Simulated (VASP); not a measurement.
# Zr6C5 in VASP: further runs, part 2 of 2

VASP 6.6.1.

## 4. Single point, PBE

This run uses another cell than the first one, of 22.24 Å³/atom, 0.895 times its volume.

Contents of INCAR:

```
PREC     = Accurate       # precision mode
ENCUT    = 460            # plane-wave cutoff, eV
EDIFF    = 1E-7           # SCF threshold, eV
ISMEAR   = 1              # smearing method
SIGMA    = 0.2            # smearing width, eV
LREAL    = False          # projectors in reciprocal space
LASPH    = True           # aspherical terms in the spheres
NELM     = 120            # most SCF steps
ALGO     = Normal         # electronic algorithm
ISIF     = 2              # what is computed and relaxed
LWAVE    = False          # write WAVECAR
LCHARG   = False          # write CHGCAR
LDIPOL   = True         
IDIPOL   = 3            
DIPOL    = 0.5 0.5 0.500
GGA      = PE             # functional
NBANDS   = 65             # bands
LVHAR    = True         
LVACPOTAV= True
```

Contents of KPOINTS:

```
regular mesh
0
Gamma
  9 9 1
```

Contents of POSCAR:

```
Zr6C5
1.0
    3.3236988564      0.0000000000      0.0000000000
   -1.6618494282      2.8784076442      0.0000000000
    0.0000000000      0.0000000000     25.5689437615
Zr C
6 5
Direct
    0.3333333333      0.6666666667      0.2346596737
    0.0000000000      0.0000000000      0.3407958042
    0.6666666667      0.3333333333      0.4469319347
    0.3333333333      0.6666666667      0.5530680653
    0.0000000000      0.0000000000      0.6592041958
    0.6666666667      0.3333333333      0.7653403263
    0.6666666667      0.3333333333      0.2877277390
    0.3333333333      0.6666666667      0.3938638695
    0.0000000000      0.0000000000      0.5000000000
    0.6666666667      0.3333333333      0.6061361305
    0.3333333333      0.6666666667      0.7122722610
```

Potentials or basis: VASP PAW PBE potentials, release 64 (Zr_sv, C).

Command:

```console
$ cat potpaw_PBE.64/Zr_sv/POTCAR potpaw_PBE.64/C/POTCAR > POTCAR
$ mpirun -np 1 vasp_std > vasp.out
```

OUTCAR:

```text
PREC = Accurate
   ENCUT = 460
   EDIFF = 1E-7
   ISMEAR = 1
   LREAL = False
   LASPH = True
   NELM = 120
   ISIF = 2
   GGA = PE

 Found     12 irreducible k-points:

 Following reciprocal coordinates:
            Coordinates               Weight
  0.000000  0.000000  0.000000      1.000000
  0.111111 -0.000000  0.000000      6.000000
  0.222222  0.000000  0.000000      6.000000
  0.333333 -0.000000  0.000000      6.000000
  0.444444  0.000000  0.000000      6.000000
  0.111111  0.111111  0.000000      6.000000
   k-points           NKPTS =     12   k-points in BZ     NKDIM =     12   number of bands    NBANDS=     65
   number of dos      NEDOS =    301   number of ions     NIONS =     11
   total plane-waves  NPLWV = 103680
   dimension x,y,z NGX =    24 NGY =   24 NGZ =  180
   dimension x,y,z NGXF=    48 NGYF=   48 NGZF=  360
   ions per type =               6   5
   NGX,Y,Z   is equivalent  to a cutoff of  12.00, 12.00, 11.70 a.u.
   NGXF,Y,Z  is equivalent  to a cutoff of  24.01, 24.01, 23.41 a.u.
 SYSTEM =  unknown system
   PREC   = accura    normal or accurate (medium, high low for compatibility)
   ISTART =      0    job   : 0-new  1-cont  2-samecut
   ICHARG =      2    charge: 1-file 2-atom 10-const
   ISPIN  =      1    spin polarized calculation?
   LNONCOLLINEAR =      F non collinear calculations
   LSORBIT =      F    spin-orbit coupling
   LASPH  =      T    aspherical Exc in radial PAW
   ENCUT  =  460.0 eV  33.81 Ry    5.81 a.u.   5.81  5.81 44.71*2*pi/ulx,y,z
   NELM   =    120;   NELMIN=  2; NELMDL= -5     # of ELM steps
   EDIFF  = 0.1E-06   stopping-criterion for ELM
   LREAL  =      F    real-space projection
   EDIFFG = 0.1E-05   stopping-criterion for IOM
   NSW    =      0    number of steps for IOM
   IBRION =     -1    ionic relax: 0-MD 1-quasi-New 2-CG
   NFREE  =      0    steps in history (QN), initial steepest desc. (CG)
   ISIF   =      2    stress and relaxation
   ISYM   =      2    0-nonsym 1-usesym 2-fastsym
   POTIM  = 0.5000    time-step for ionic-motion
   TEBEG  =    0.0;   TEEND  =   0.0 temperature during run
   PSTRESS=    0.0 pullay stress
   NELECT =      92.0000    total number of electrons
   NUPDOWN=      -1.0000    fix difference up-down
   EMIN   =  10.00;   EMAX   =-10.00  energy-range for DOS
   EFERMI =   0.00;   METHOD = LEGACY
   ISMEAR =     1;   SIGMA  =   0.20  broadening in eV -4-tet -1-fermi 0-gaus
   EFERMI_NEDOS =   21; number of points for ismear=-14 and -15
   IALGO  =     38    algorithm
   IMIX   =      4    mixing-type and parameters
     AMIX     =   0.40;   BMIX     =  1.00
     AMIX_MAG =   1.60;   BMIX_MAG =  1.00
  volume/ion in A,a.u.               =      22.24       150.07
  Fermi-wavevector in a.u.,A,eV,Ry     =   1.181703  2.233096 18.999491  1.396423
  Thomas-Fermi vector in A             =   2.317972
   LORBIT       =      0    0 simple, 1 ext, 2 COOP (PROOUT), +10 PAW based schemes
   GGA     = PE    functional components
   LHFCALC =     F    Hartree Fock is set to
   AEXX    =    0.0000 exact exchange contribution
   IVDW    =     0    specifies the selected vdW correction
   LEPSILON=     F    determine dielectric tensor
   LRPA    =     F    only Hartree local field effects (RPA)
 non-spin polarized calculation
 Methfessel and Paxton  Order N= 1 SIGMA  =   0.20
  energy-cutoff  :      460.00
  volume of cell :      244.62
 maximum number of plane-waves:      5512
 NGX is ok and might be reduce to    24
   NGX = 11   NGY = 11   NGZ = 89

 dipolmoment           0.000000      0.000000     -0.000000 electrons x Angstroem

 number of electron      91.9999995 magnetization

 dipolmoment           0.000000      0.000000      0.000000 electrons x Angstroem

 Free energy of the ion-electron system (eV)
  ---------------------------------------------------
  ext. energy  EPLUGINS =         0.00000000
  ---------------------------------------------------
  free energy    TOTEN  =      -103.75742965 eV

  energy without entropy =     -103.77210911  energy(sigma->0) =     -103.76232280

 E-fermi :   4.5454     XC(G=0):  -8.3374

 val. band max:        4.5309288633   @ k =   0.0000   0.0000   0.0000
 cond. band min:       4.5582383539   @ k =   0.3333   0.1111   0.0000
 fundamental gap:      0.0273094906
 Fermi energy:         4.5454131186

 k-point     1 :       0.0000    0.0000    0.0000
  band No.  band energies     occupation
      1     -44.5188      2.00000
      2     -44.5188      2.00000
      3     -43.5804      2.00000
      4     -43.5767      2.00000
      5     -43.5022      2.00000
      6     -43.4551      2.00000
[... 50 lines left out ...]
     57       7.1423     -0.00000
     58       7.1896     -0.00000

 k-point     2 :       0.1111   -0.0000    0.0000
  band No.  band energies     occupation
      1     -44.5116      2.00000
      2     -44.5116      2.00000
      3     -43.5716      2.00000
      4     -43.5684      2.00000
      5     -43.4940      2.00000
      6     -43.4491      2.00000
[... 50 lines left out ...]
     57       7.3265     -0.00000
     58       7.4764     -0.00000

 k-point     3 :       0.2222    0.0000    0.0000
  band No.  band energies     occupation
      1     -44.4933      2.00000
      2     -44.4933      2.00000
      3     -43.5493      2.00000
      4     -43.5473      2.00000
      5     -43.4727      2.00000
      6     -43.4343      2.00000
[... 50 lines left out ...]
     57       7.5037     -0.00000
     58       7.8452     -0.00000

 k-point     4 :       0.3333   -0.0000    0.0000
  band No.  band energies     occupation
      1     -44.4723      2.00000
      2     -44.4723      2.00000
      3     -43.5239      2.00000
      4     -43.5231      2.00000
      5     -43.4472      2.00000
      6     -43.4187      2.00000
[... 50 lines left out ...]
     57       8.1194     -0.00000
     58       8.1750     -0.00000

 k-point     5 :       0.4444    0.0000    0.0000
  band No.  band energies     occupation
      1     -44.4586      2.00000
      2     -44.4586      2.00000
      3     -43.5073      2.00000
      4     -43.5071      2.00000
      5     -43.4287      2.00000
      6     -43.4103      2.00000
[... 50 lines left out ...]
     57       8.6941      0.00000
     58       8.7939      0.00000

 k-point     6 :       0.1111    0.1111    0.0000
  band No.  band energies     occupation
      1     -44.4988      2.00000
      2     -44.4988      2.00000
      3     -43.5561      2.00000
      4     -43.5537      2.00000
      5     -43.4792      2.00000
      6     -43.4387      2.00000
[... 50 lines left out ...]
     57       7.5816     -0.00000
     58       7.9072     -0.00000

 [... further k-points ...]

 [bands above 58 left out]

------------------------ aborting loop because EDIFF is reached ----------------------------------------

  FORCE on cell =-STRESS in cart. coord.  units (eV):
  Direction    XX          YY          ZZ          XY          YZ          ZX
  --------------------------------------------------------------------------------------
  -------------------------------------------------------------------------------------
  Total       -1.5914672     -1.5914672     -4.9164529      0.0000000     -0.0000000     -0.0000000
  in kB      -10.4236908    -10.4236908    -32.2014712      0.0000000     -0.0000000     -0.0000000
  external PRESSURE =     -17.6829509 kB  Pullay stress =       0.0000000 kB

 VOLUME and BASIS-vectors are now :
 -----------------------------------------------------------------------------
  energy-cutoff  :      460.00
  volume of cell :      244.62
      direct lattice vectors                 reciprocal lattice vectors
     3.323698856  0.000000000  0.000000000     0.300869616  0.173707154  0.000000000
    -1.661849428  2.878407644  0.000000000     0.000000000  0.347414308  0.000000000
     0.000000000  0.000000000 25.568943762     0.000000000  0.000000000  0.039109946

 POSITION                                       TOTAL-FORCE (eV/Angst)
 -----------------------------------------------------------------------------------
     -0.00000      1.91894      6.00000        -0.000000      0.000000      1.557271
      0.00000      0.00000      8.71379         0.000000      0.000000      0.419382
      1.66185      0.95947     11.42758        -0.000000      0.000000     -0.026136
     -0.00000      1.91894     14.14137         0.000000     -0.000000      0.026136
      0.00000      0.00000     16.85516        -0.000000      0.000000     -0.419382
      1.66185      0.95947     19.56894         0.000000     -0.000000     -1.557271
      1.66185      0.95947      7.35689        -0.000000      0.000000     -1.722565
     -0.00000      1.91894     10.07068        -0.000000     -0.000000     -0.179099
      0.00000      0.00000     12.78447        -0.000000      0.000000      0.000000
      1.66185      0.95947     15.49826         0.000000      0.000000      0.179099
     -0.00000      1.91894     18.21205         0.000000      0.000000      1.722565
 -----------------------------------------------------------------------------------
    total drift:                                0.000000     -0.000000      0.000000

  FREE ENERGIE OF THE ION-ELECTRON SYSTEM (eV)
  ---------------------------------------------------
  free  energy   TOTEN  =      -103.7574296490 eV

  energy  without entropy=     -103.7721091074  energy(sigma->0) =     -103.76232280

 vacuum level on the upper side and lower side of the slab         8.935         8.935
```

Run time: 3.4 min. Hardware: 1 thread of Intel Xeon Platinum 8488C (Sapphire Rapids), shared host; peak memory 0.35 GiB.

These settings aren't checked as converged: the numbers below hold their error.

Results:

```yaml
Free_energy: -103.7574 eV
Largest_force: 1.723 eV/Å
Band_gap_on_the_k_mesh: none (metal or under the smearing width)
Work_function_of_the_upper_face: 4.39 eV
Work_function_of_the_lower_face: 4.39 eV
```

Caveat: the cutoff is under 1.25 times the usual one of these potentials, so pressure, stress and relaxed cells hold a basis-set (Pulay) error.

## 5. Single point, PBE

This run uses another cell than the first one, of 22.24 Å³/atom, 0.895 times its volume.

Changes to INCAR since step 4:

```diff
@@ -1,6 +1,6 @@
 PREC     = Accurate       # precision mode
-ENCUT    = 460            # plane-wave cutoff, eV
+ENCUT    = 520            # plane-wave cutoff, eV
 EDIFF    = 1E-7           # SCF threshold, eV
 ISMEAR   = 1              # smearing method
-SIGMA    = 0.2            # smearing width, eV
+SIGMA    = 0.1            # smearing width, eV
 LREAL    = False          # projectors in reciprocal space
```

KPOINTS is that of step 4.

POSCAR is that of step 4.

Command:

```console
$ cat potpaw_PBE.64/Zr_sv/POTCAR potpaw_PBE.64/C/POTCAR > POTCAR
$ mpirun -np 1 vasp_std > vasp.out
```

It took 5.9 min on 1 thread of Intel Xeon Platinum 8488C (Sapphire Rapids), shared host; peak memory 0.45 GiB.

These settings aren't checked as converged: the numbers below hold their error.

Results:

```
Free energy                     : -103.7554 eV
Largest force                   : 1.739 eV/Å
Band gap on the k mesh          : none (metal or under the smearing width)
Work function of the upper face : 4.37 eV
Work function of the lower face : 4.37 eV
```

## 6. Single point, PBE

This run uses another cell than the first one, of 22.24 Å³/atom, 0.895 times its volume.

Changes to INCAR since step 5:

```diff
@@ -1,3 +1,3 @@
 PREC     = Accurate       # precision mode
-ENCUT    = 520            # plane-wave cutoff, eV
+ENCUT    = 460            # plane-wave cutoff, eV
 EDIFF    = 1E-7           # SCF threshold, eV
```

Contents of KPOINTS:

```
regular mesh
0
Gamma
  11 11 1
```

POSCAR is that of step 5.

Potentials or basis: VASP PAW PBE potentials, release 64 (Zr_sv, C).

Command:

```console
$ cat potpaw_PBE.64/Zr_sv/POTCAR potpaw_PBE.64/C/POTCAR > POTCAR
$ mpirun -np 1 vasp_std > vasp.out
```

It took 5.2 min on 1 thread of Intel Xeon Platinum 8488C (Sapphire Rapids), shared host; peak memory 0.38 GiB.

These settings aren't checked as converged: the numbers below hold their error.

Results:

```yaml
Free_energy: -103.7570 eV
Largest_force: 1.719 eV/Å
Band_gap_on_the_k_mesh: none (metal or under the smearing width)
Work_function_of_the_upper_face: 4.40 eV
Work_function_of_the_lower_face: 4.40 eV
```

Caveat: the cutoff is under 1.25 times the usual one of these potentials, so pressure, stress and relaxed cells hold a basis-set (Pulay) error.
